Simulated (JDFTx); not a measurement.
# K (Im-3m) in JDFTx: notebook

One crystal, K, is run at these levels: RPBE, LDA; tasks: equation of state, phonon dispersion.

Program: JDFTx 1.7.0 (patched build). These are calculated values, not measurements. Logs are shortened: lines on timing, memory, paths and dates and some standing lists are left out, and cuts for length are marked. The log counts tension as positive stress, the text compression.

### 1 The crystal as given

Symmetry: Im-3m, No. 229, cubic system. Conventional cell: a = 5.395 Å, b = 5.395 Å, c = 5.395 Å, α = 90.00°, β = 90.00°, γ = 90.00°.

### 2 Equation of state, RPBE, 73.81 Å³/atom (volume scaled by 0.94)

Contents of K.in:

```
lattice Body-Centered Cubic 9.9871679882
coords-type Lattice
ion K      0.0000000000     0.0000000000     0.0000000000 1

ion-species pseudo/K.upf
elec-cutoff 37
elec-ex-corr gga-x-rpbe gga-c-pbe
kpoint-folding 7 7 7
elec-smearing Fermi 0.0018374661
elec-n-bands 10
electronic-SCF nIterations 100 energyDiffThreshold 1e-09
electronic-minimize nIterations 30 energyDiffThreshold 1e-7
forces-output-coords Cartesian

dump-name run.$VAR
dump End Ecomponents EigStats BandEigs Kpoints Forces Stress ElecDensity Dtot KEdensity
```

Potentials or basis: PseudoDojo-SR-PBE-0.5-standard.

Launch:

```bash
$ jdftx -c 1 -i K.in -o K.out
```

Output:

```text
*************** JDFTx 1.7.0 (patched build) ***************

Input parsed successfully to the following command list (including defaults):
[... the input with its defaults ...]

---------- Setting up symmetries ----------

Found 48 point-group symmetries of the bravais lattice
Found 48 space-group symmetries with basis
Applied RMS atom displacement 0 bohrs to make symmetries exact.

---------- Initializing the Grid ----------
R =
[     -4.99358      4.99358      4.99358  ]
[      4.99358     -4.99358      4.99358  ]
[      4.99358      4.99358     -4.99358  ]
unit cell volume = 498.078
G =
[ 1.62435e-18   0.629126   0.629126  ]
[   0.629126 1.62435e-18   0.629126  ]
[   0.629126   0.629126 1.62435e-18  ]
Minimum fftbox size, Smin = [  48  48  48  ]
Chosen fftbox size, S = [  48  48  48  ]

---------- Exchange Correlation functional ----------
Initialized LibXC exchange functional 'Hammer, Hansen, and Norskov'
Initialized LibXC correlation functional 'Perdew, Burke & Ernzerhof'

---------- Setting up pseudopotentials ----------
Width of ionic core gaussian charges (only for fluid interactions / plotting) set to 0

Reading pseudopotential file 'pseudo/K.upf':
  'K' pseudopotential, 'PBE' functional
  Generated using ONCVPSP code by D. R. Hamann
  9 valence electrons, 3 orbitals, 6 projectors, 1001 radial grid points, with lMax = 2
    3S    l: 0   occupation:  2.0   eigenvalue: -1.298836
    3P    l: 1   occupation:  6.0   eigenvalue: -0.691386
    4S    l: 0   occupation:  1.0   eigenvalue: -0.085223
  WARNING: large normalization error in atomic orbital 2s (integral: 0.980832).
  Core radius for overlap checks: 1.56 bohrs.

Initialized 1 species with 1 total atoms.

Folded 1 k-points by 7x7x7 to 343 k-points.

---------- Setting up k-points, bands, fillings ----------
Reduced to 20 k-points under symmetry.
Computing the number of bands and number of electrons
Calculating initial fillings.
nElectrons:   9.000000   nBands: 10   nStates: 20

----- Setting up reduced wavefunction bases (one per k-point) -----
average nbasis = 5352.860 , ideal nbasis = 5354.188

---------- Setting up ewald sum ----------
Optimum gaussian width for ewald sums = 3.117886 bohr.
Real space sum over 2197 unit cells with max indices [  6  6  6  ]
Reciprocal space sum over 2197 terms with max indices [  6  6  6  ]

---------- Allocating electronic variables ----------
Initializing wave functions:  linear combination of atomic orbitals
Note: number of bands (10) exceeds available atomic orbitals (5)
K pseudo-atom occupations:   s ( 2 1 )  p ( 6 )
	FillingsUpdate:  mu: +0.106584021  nElectrons: 9.000000
LCAOMinimize: Iter:   0  F: -28.3815652377078287  |grad|_K:  2.476e-05  alpha:  1.000e+00
	FillingsUpdate:  mu: +0.106585384  nElectrons: 9.000000
LCAOMinimize: Iter:   1  F: -28.3815658240651061  |grad|_K:  1.689e-06  alpha:  9.565e-01  linmin: -2.001e-03  cgtest:  6.785e-03
	FillingsUpdate:  mu: +0.106584419  nElectrons: 9.000000
LCAOMinimize: Iter:   2  F: -28.3815658267278543  |grad|_K:  1.730e-08  alpha:  9.335e-01  linmin: -7.089e-04  cgtest: -3.673e-02
LCAOMinimize: Converged (|Delta F|<1.000000e-06 for 2 iters).

-------- Electronic minimization -----------
Will mix electronic density at each iteration.
	FillingsUpdate:  mu: +0.106584419  nElectrons: 9.000000
	FillingsUpdate:  mu: +0.071607378  nElectrons: 9.000000
SCF: Cycle:  0   F: -28.399488223429788   dF: -1.792e-02   |Residual|: 4.423e-03   |deigs|: 1.549e-01
	FillingsUpdate:  mu: +0.070581648  nElectrons: 9.000000
SCF: Cycle:  1   F: -28.399769160115934   dF: -2.809e-04   |Residual|: 3.062e-03   |deigs|: 2.082e-02
	FillingsUpdate:  mu: +0.069675250  nElectrons: 9.000000
SCF: Cycle:  2   F: -28.399850942225278   dF: -8.178e-05   |Residual|: 5.479e-04   |deigs|: 8.520e-03
	FillingsUpdate:  mu: +0.069680074  nElectrons: 9.000000
SCF: Cycle:  3   F: -28.399865377462785   dF: -1.444e-05   |Residual|: 2.545e-04   |deigs|: 4.066e-03
	FillingsUpdate:  mu: +0.069672216  nElectrons: 9.000000
SCF: Cycle:  4   F: -28.399868526559846   dF: -3.149e-06   |Residual|: 9.195e-05   |deigs|: 2.267e-03
	FillingsUpdate:  mu: +0.069650185  nElectrons: 9.000000
SCF: Cycle:  5   F: -28.399869442626944   dF: -9.161e-07   |Residual|: 4.480e-05   |deigs|: 1.769e-03
	FillingsUpdate:  mu: +0.069658838  nElectrons: 9.000000
SCF: Cycle:  6   F: -28.399869664624752   dF: -2.220e-07   |Residual|: 6.533e-06   |deigs|: 1.207e-03
	FillingsUpdate:  mu: +0.069660238  nElectrons: 9.000000
SCF: Cycle:  7   F: -28.399869714104124   dF: -4.948e-08   |Residual|: 3.136e-06   |deigs|: 8.386e-04
	FillingsUpdate:  mu: +0.069660278  nElectrons: 9.000000
SCF: Cycle:  8   F: -28.399869725191756   dF: -1.109e-08   |Residual|: 2.074e-06   |deigs|: 6.314e-04
	FillingsUpdate:  mu: +0.069661006  nElectrons: 9.000000
SCF: Cycle:  9   F: -28.399869727637419   dF: -2.446e-09   |Residual|: 1.092e-06   |deigs|: 4.578e-04
	FillingsUpdate:  mu: +0.069660929  nElectrons: 9.000000
SCF: Cycle: 10   F: -28.399869728321825   dF: -6.844e-10   |Residual|: 1.153e-06   |deigs|: 3.106e-04
	FillingsUpdate:  mu: +0.069660917  nElectrons: 9.000000
SCF: Cycle: 11   F: -28.399869728522461   dF: -2.006e-10   |Residual|: 2.877e-07   |deigs|: 1.850e-04
SCF: Converged (|Delta E|<1.000000e-09 for 2 iters).

Setting wave functions to eigenvectors of Hamiltonian

# Stress tensor in Cartesian coordinates [Eh/a0^3]:
[ -1.05055e-05            0            0  ]
[            0 -1.05055e-05            0  ]
[            0            0 -1.05055e-05  ]

# Ionic positions in lattice coordinates:
ion K   0.000000000000000   0.000000000000000   0.000000000000000 1

# Forces in Cartesian coordinates:
force K  -0.000000000000000   0.000000000000000  -0.000000000000000 1

# Energy components:
   Eewald =      -14.7578327388947770
       EH =        9.5792852750271731
     Eloc =      -33.0042737631890049
      Enl =        4.2342530449065876
      Exc =       -6.3931490956348238
 Exc_core =        1.6853754792433615
       KE =       10.2567290975981731
-------------------------------------
     Etot =      -28.3996127009433081
       TS =        0.0002570275791516
-------------------------------------
        F =      -28.3998697285224608

IonicMinimize: Iter:   0  F: -28.399869728522461  |grad|_K:  0.000e+00
IonicMinimize: Converged (|grad|_K<1.000000e-04).

#--- Lowdin population analysis ---
# oxidation-state K +0.031

Dumping 'run.eigStats' ...
	eMin: -1.114440 at state 0 ( [ +0.000000 +0.000000 +0.000000 ] spin 0 )
	HOMO: +0.067148 at state 14 ( [ +0.142857 +0.428571 -0.285714 ] spin 0 )
	mu  : +0.069661
	LUMO: +0.074554 at state 13 ( [ +0.142857 +0.428571 -0.428571 ] spin 0 )
	eMax: +0.296977 at state 17 ( [ +0.285714 +0.428571 -0.428571 ] spin 0 )
	HOMO-LUMO gap: +0.007406
	Optical gap  : +0.048797 at state 3 ( [ +0.000000 +0.000000 +0.428571 ] spin 0 )
Done!
[note: the HOMO, LUMO and gaps printed at the end count levels as full or empty at half filling, so they show a gap where a level is partly filled]
```

Wall time 22 s (1 thread of AMD EPYC 9R14 (Zen 4), shared host); peak memory 0.1 GiB.

What came out:

* Free energy: -772.7998 eV
* Pressure: 0.3 GPa
* Band gap on the k mesh: none (metal or under the smearing width)

Caveat: the potentials were made for another functional, which shifts forces and pressure.

### 3 Equation of state, RPBE, 75.38 Å³/atom (volume scaled by 0.96)

K.in: that of step 2 with these lines changed.

```diff
@@ -1,2 +1,2 @@
-lattice Body-Centered Cubic 9.9871679882
+lattice Body-Centered Cubic 10.0575024743
 coords-type Lattice
```

Potentials or basis: PseudoDojo-SR-PBE-0.5-standard.

Launch:

```bash
$ jdftx -c 1 -i K.in -o K.out
```

Run time: 24 s. Hardware: 1 thread of AMD EPYC 9R14 (Zen 4), shared host; peak memory 0.1 GiB.

The run converged. Its results:

| Item | Value |
| --- | --- |
| Free energy | -772.8024 eV |
| Pressure | 0.2 GPa |
| Band gap on the k mesh | none (metal or under the smearing width) |

Caveat: the potentials were made for another functional, which shifts forces and pressure.

### 4 Equation of state, RPBE, 76.95 Å³/atom (volume scaled by 0.98)

K.in: that of step 3 with these lines changed.

```diff
@@ -1,2 +1,2 @@
-lattice Body-Centered Cubic 10.0575024743
+lattice Body-Centered Cubic 10.1268667524
 coords-type Lattice
```

Launch:

```bash
$ jdftx -c 1 -i K.in -o K.out
```

Wall time 32 s (1 thread of AMD EPYC 9R14 (Zen 4), shared host); peak memory 0.11 GiB.

It converged, with:

- Free energy: -772.8044 eV
- Pressure: 0.1 GPa
- Band gap on the k mesh: none (metal or under the smearing width)

Caveat: the potentials were made for another functional, which shifts forces and pressure.

### 5 Equation of state, RPBE, 78.52 Å³/atom

K.in: that of step 4 with these lines changed.

```diff
@@ -1,2 +1,2 @@
-lattice Body-Centered Cubic 10.1268667524
+lattice Body-Centered Cubic 10.1952936034
 coords-type Lattice
```

Launch:

```bash
$ jdftx -c 1 -i K.in -o K.out
```

Wall time 31 s (1 thread of AMD EPYC 9R14 (Zen 4), shared host); peak memory 0.11 GiB.

Results (log left out):

```yaml
Free_energy: -772.8055 eV
Pressure: 0.1 GPa
Band_gap_on_the_k_mesh: none (metal or under the smearing width)
```

Caveat: the potentials were made for another functional, which shifts forces and pressure.

### 6 Equation of state, RPBE, 80.09 Å³/atom (volume scaled by 1.02)

K.in: that of step 5 with these lines changed.

```diff
@@ -1,2 +1,2 @@
-lattice Body-Centered Cubic 10.1952936034
+lattice Body-Centered Cubic 10.2628140719
 coords-type Lattice
```

Potentials or basis: PseudoDojo-SR-PBE-0.5-standard.

Launch:

```bash
$ jdftx -c 1 -i K.in -o K.out
```

It took 32 s on 1 thread of AMD EPYC 9R14 (Zen 4), shared host; peak memory 0.11 GiB.

Results (log left out):

```yaml
Free_energy: -772.8059 eV
Pressure: 0.0 GPa
Band_gap_on_the_k_mesh: none (metal or under the smearing width)
```

Caveat: the potentials were made for another functional, which shifts forces and pressure.

### 7 Equation of state, RPBE, 81.66 Å³/atom (volume scaled by 1.04)

K.in: that of step 6 with these lines changed.

```diff
@@ -1,2 +1,2 @@
-lattice Body-Centered Cubic 10.2628140719
+lattice Body-Centered Cubic 10.3294575888
 coords-type Lattice
```

Launch:

```bash
$ jdftx -c 1 -i K.in -o K.out
```

Wall time 35 s (1 thread of AMD EPYC 9R14 (Zen 4), shared host); peak memory 0.11 GiB.

Results (log left out):

```yaml
Free_energy: -772.8057 eV
Pressure: -0.1 GPa
Band_gap_on_the_k_mesh: none (metal or under the smearing width)
```

Caveat: the potentials were made for another functional, which shifts forces and pressure.

### 8 Equation of state, RPBE, 83.23 Å³/atom (volume scaled by 1.06)

K.in: that of step 7 with these lines changed.

```diff
@@ -1,2 +1,2 @@
-lattice Body-Centered Cubic 10.3294575888
+lattice Body-Centered Cubic 10.3952520866
 coords-type Lattice
```

Launch:

```bash
$ jdftx -c 1 -i K.in -o K.out
```

It took 32 s on 1 thread of AMD EPYC 9R14 (Zen 4), shared host; peak memory 0.12 GiB.

It converged, with:

```yaml
Free_energy: -772.8049 eV
Pressure: -0.1 GPa
Band_gap_on_the_k_mesh: none (metal or under the smearing width)
```

Caveat: the potentials were made for another functional, which shifts forces and pressure.

### 9 Equation of state, RPBE

Potentials or basis: PseudoDojo-SR-PBE-0.5-standard.

This step only gathers the single runs of the series.

Results:

- Equilibrium volume: 80.35 Å³/atom
- Bulk modulus: 3.3 GPa
- Pressure derivative of the bulk modulus: 3.4 (rough: it moves with the points fitted)

Energy against volume, from the lowest point:
```csv
volume (Å³/atom),energy (meV/atom)
73.807,6.09
75.378,3.47
76.948,1.49
78.519,0.41
80.089,0.00
81.659,0.20
83.230,0.96
```

Caveat: the potentials were made for another functional, which shifts forces and pressure.

### 10 Phonon dispersion, LDA

Contents of phonon.in:

```
lattice \
   -5.0976468017     5.0976468017     5.0976468017 \
    5.0976468017    -5.0976468017     5.0976468017 \
    5.0976468017     5.0976468017    -5.0976468017
coords-type Cartesian
ion K      0.0000000000     0.0000000000     0.0000000000 1

ion-species pseudo/K.upf
elec-cutoff 36
elec-ex-corr lda-PW
kpoint-folding 6 6 6
elec-smearing Fermi 0.0018374661
elec-n-bands 10
electronic-SCF nIterations 100 energyDiffThreshold 1e-09
electronic-minimize nIterations 30 energyDiffThreshold 1e-7
forces-output-coords Cartesian

dump-name phonon.$VAR
initial-state run.$VAR
dump-only
phonon supercell 2 2 2 dr 0.1 saveHsub no T 298
```

Potentials or basis: PseudoDojo-SR-LDA-0.4.1-standard.

Launch:

```bash
$ phonon -c 1 -i phonon.in -o phonon.out
```

Output:

```text
*************** JDFTx 1.7.0 (patched build) ***************

Input parsed successfully to the following command list (including defaults):
[... the input with its defaults ...]

---------- Setting up symmetries ----------

Found 48 point-group symmetries of the bravais lattice
Found 48 space-group symmetries with basis
Applied RMS atom displacement 0 bohrs to make symmetries exact.

---------- Initializing the Grid ----------
R =
[     -5.09765      5.09765      5.09765  ]
[      5.09765     -5.09765      5.09765  ]
[      5.09765      5.09765     -5.09765  ]
unit cell volume = 529.87
G =
[ -1.13072e-17   0.616283   0.616283  ]
[   0.616283 -1.13072e-17   0.616283  ]
[   0.616283   0.616283 -1.13072e-17  ]
Minimum fftbox size, Smin = [  48  48  48  ]
Chosen fftbox size, S = [  48  48  48  ]

---------- Exchange Correlation functional ----------
Initalized Slater LDA exchange.
Initalized Perdew-Wang LDA correlation.

---------- Setting up pseudopotentials ----------
Width of ionic core gaussian charges (only for fluid interactions / plotting) set to 0

Reading pseudopotential file 'pseudo/K.upf':
  'K' pseudopotential, 'SLA  PW   NOGX NOGC' functional
  Generated using ONCVPSP code by D. R. Hamann
  9 valence electrons, 3 orbitals, 6 projectors, 1001 radial grid points, with lMax = 2
    3S    l: 0   occupation:  2.0   eigenvalue: -1.292907
    3P    l: 1   occupation:  6.0   eigenvalue: -0.692317
    4S    l: 0   occupation:  1.0   eigenvalue: -0.089219
  WARNING: large normalization error in atomic orbital 2s (integral: 0.983987).
  Core radius for overlap checks: 1.56 bohrs.

Initialized 1 species with 1 total atoms.

Folded 1 k-points by 6x6x6 to 216 k-points.

---------- Setting up k-points, bands, fillings ----------
Reduced to 16 k-points under symmetry.
Computing the number of bands and number of electrons
Reading initial fillings from 'run.fillings'.
nElectrons:   9.000000   nBands: 10   nStates: 16

----- Setting up reduced wavefunction bases (one per k-point) -----
average nbasis = 5467.329 , ideal nbasis = 5466.596

---------- Setting up ewald sum ----------
Optimum gaussian width for ewald sums = 3.182861 bohr.
Real space sum over 2197 unit cells with max indices [  6  6  6  ]
Reciprocal space sum over 2197 terms with max indices [  6  6  6  ]

[... 84 lines left out ...]
    3P    l: 1   occupation:  6.0   eigenvalue: -0.692317
    4S    l: 0   occupation:  1.0   eigenvalue: -0.089219
  WARNING: large normalization error in atomic orbital 2s (integral: 0.983987).
  Core radius for overlap checks: 1.56 bohrs.

Initialized 1 species with 8 total atoms.

Folded 1 k-points by 3x3x3 to 27 k-points.

---------- Setting up k-points, bands, fillings ----------
Adding inversion symmetry to k-mesh for non-inversion-symmetric unit cell.
Reduced to 6 k-points under symmetry.
Computing the number of bands and number of electrons
Calculating initial fillings.
nElectrons:  72.000000   nBands: 48   nStates: 6

----- Setting up reduced wavefunction bases (one per k-point) -----
average nbasis = 43738.630 , ideal nbasis = 43732.767

---------- Setting up ewald sum ----------
Optimum gaussian width for ewald sums = 4.501245 bohr.
Real space sum over 729 unit cells with max indices [  4  4  4  ]
Reciprocal space sum over 3375 terms with max indices [  7  7  7  ]

---------- Allocating electronic variables ----------
Skipped wave function initialization.

-------- Electronic minimization -----------
Will mix electronic density at each iteration.
	FillingsUpdate:  mu: +0.049211263  nElectrons: 72.000000
SCF: Cycle:  0   F: -227.401840760606689   dF: -9.939e-02   |Residual|: 2.118e-01   |deigs|: 9.537e-03
	FillingsUpdate:  mu: +0.050021232  nElectrons: 72.000000
SCF: Cycle:  1   F: -227.442891085765041   dF: -4.105e-02   |Residual|: 1.102e-01   |deigs|: 2.844e-03
	FillingsUpdate:  mu: +0.050412313  nElectrons: 72.000000
SCF: Cycle:  2   F: -227.467315271361855   dF: -2.442e-02   |Residual|: 4.854e-02   |deigs|: 1.212e-03
	FillingsUpdate:  mu: +0.050405300  nElectrons: 72.000000
SCF: Cycle:  3   F: -227.467630780441681   dF: -3.155e-04   |Residual|: 3.513e-02   |deigs|: 3.540e-04
	FillingsUpdate:  mu: +0.050400828  nElectrons: 72.000000
SCF: Cycle:  4   F: -227.467917994031296   dF: -2.872e-04   |Residual|: 8.868e-03   |deigs|: 2.292e-04
	FillingsUpdate:  mu: +0.050401106  nElectrons: 72.000000
SCF: Cycle:  5   F: -227.467789087687436   dF: +1.289e-04   |Residual|: 1.745e-02   |deigs|: 1.626e-04
	FillingsUpdate:  mu: +0.050404200  nElectrons: 72.000000
SCF: Cycle:  6   F: -227.468027183234568   dF: -2.381e-04   |Residual|: 3.858e-03   |deigs|: 8.621e-05
	FillingsUpdate:  mu: +0.050404541  nElectrons: 72.000000
SCF: Cycle:  7   F: -227.468032985562331   dF: -5.802e-06   |Residual|: 8.243e-04   |deigs|: 2.788e-05
	FillingsUpdate:  mu: +0.050404489  nElectrons: 72.000000
[... 10 lines left out ...]
SCF: Cycle: 13   F: -227.468035516879212   dF: -2.173e-08   |Residual|: 2.319e-05   |deigs|: 1.416e-05
	FillingsUpdate:  mu: +0.050404389  nElectrons: 72.000000
SCF: Cycle: 14   F: -227.468035526714999   dF: -9.836e-09   |Residual|: 1.376e-05   |deigs|: 1.065e-05
	FillingsUpdate:  mu: +0.050404391  nElectrons: 72.000000
SCF: Cycle: 15   F: -227.468035533200748   dF: -6.486e-09   |Residual|: 8.869e-06   |deigs|: 8.396e-06
	FillingsUpdate:  mu: +0.050404387  nElectrons: 72.000000
SCF: Cycle: 16   F: -227.468035536519920   dF: -3.319e-09   |Residual|: 4.939e-06   |deigs|: 6.560e-06
	FillingsUpdate:  mu: +0.050404380  nElectrons: 72.000000
SCF: Cycle: 17   F: -227.468035539363285   dF: -2.843e-09   |Residual|: 4.002e-06   |deigs|: 7.431e-06
	FillingsUpdate:  mu: +0.050404381  nElectrons: 72.000000
SCF: Cycle: 18   F: -227.468035540459709   dF: -1.096e-09   |Residual|: 2.010e-06   |deigs|: 5.024e-06
	FillingsUpdate:  mu: +0.050404379  nElectrons: 72.000000
SCF: Cycle: 19   F: -227.468035541418857   dF: -9.591e-10   |Residual|: 9.296e-07   |deigs|: 8.587e-06
	FillingsUpdate:  mu: +0.050404379  nElectrons: 72.000000
SCF: Cycle: 20   F: -227.468035541865078   dF: -4.462e-10   |Residual|: 9.962e-07   |deigs|: 1.062e-05
SCF: Converged (|Delta E|<1.000000e-09 for 2 iters).

Setting wave functions to eigenvectors of Hamiltonian
Energy change: 1.45947e-06 / unit cell
RMS force: 6.23668e-05

Applied translational invariance (net force) relative correction: 0.00317674

Refining force matrix in reciprocal space:
	Corrected hermiticity relative error: 8.75606e-17
	Corrected translational invariance relative error: 5.92905e-17

Finalizing force matrix in real space:
	Corrected gamma-point derivative relative error: 4.61986e-18
	Hermiticity relative error: 3.59477e-18
	Translational invariance relative error: 2.56154e-17

Phonon free energy components (per unit cell) at T = 298 K:
	ZPE:          0.000257
	Evib:         0.002840
	TSvib:        0.007938
	Avib:        -0.005098

Done!
```

Wall time 8.1 min (1 thread of AMD EPYC 9R14 (Zen 4), shared host); peak memory 0.76 GiB.

Results:

```
Highest phonon frequency : 57 cm⁻¹
Zero-point energy        : 0.007 eV a cell
```

Phonon frequencies in cm⁻¹ (negative: imaginary):
| q point | frequencies |
| --- | --- |
| (0.000, 0.000, 0.000) | 0 0 0 |
| (0.500, -0.500, 0.500) | 57 57 57 |
| (0.250, 0.250, 0.250) | 40 40 40 |
| (0.000, 0.000, 0.500) | 5 43 54 |

Caveat: the supercell is small, so frequencies between its own q points are rough.
